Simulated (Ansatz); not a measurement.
**How far is PAW off for Ta?**

```
Ta
1.0
    -1.62705    1.62705    1.70082
     1.62705   -1.62705    1.70082
     1.62705    1.62705   -1.70082
Ta
1
Cartesian
  0.0000 0.0000 0.0000
```

Conventional cell: a = 3.254 Å, b = 3.254 Å, c = 3.402 Å, α = 90.00°, β = 90.00°, γ = 90.00°. Ta (atom 1) is surrounded by 12 Ta at 2.86 to 3.25 Å.

The cell is COD entry 1541266, as deposited and not checked against the literature; nothing was relaxed. The listed cell was then made from it by scaling, straining or moving an atom.

Spin–orbit coupling is left out, though it moves levels of the heavy atoms by tenths of an eV or more.

Methods: DFT, PBE, PAW with Ansatz's default frozen-core files, scalar-relativistic (Ansatz 0.2.0); DFT, PBE, all-electron PAW with datasets made for the crystal, scalar-relativistic (Ansatz 0.2.0); DFT, PBE, all-electron LAPW, scalar-relativistic (Ansatz 0.2.0).

For PAW: a Γ-centred 17×17×17 k mesh, Fermi–Dirac smearing of 0.08 eV, cutoff 420 eV, no spin polarisation. The crystal-made all-electron datasets (AE datasets) take a cutoff of 240 eV at this cell. LAPW targets a basis error of 0.5 meV/atom. The Ansatz runs share mesh, smearing and spin set-up. Plane-wave (PAW) pressures include the program's estimate of the Pulay term.

Stress and pressure are positive in compression.

The change that made this cell: z strained by +3 % at fixed volume.

Spin–orbit coupling is left out, which moves gradients at and beside heavy atoms by some per cent and at worst by a factor of two.

In a metal, gradients converge slowly with the k mesh: the values move by tens of per cent from one mesh to another, at times in sign, so only the comparison on one mesh counts.

```
                                              quantity   PAW  AE datasets  LAPW
                                        pressure (GPa)  3.33         3.27  3.27
                                       stress xx (GPa)  4.93         4.87  4.87
                                       stress zz (GPa)  0.12         0.06  0.05
largest principal field gradient Vzz at Ta (10²¹ V/m²)  3.49         3.34     –
```

PAW's pressure differs from the LAPW value by +0.06 GPa. Datasets made for the crystal and LAPW share parts of one code, so their agreement isn't an independent check.
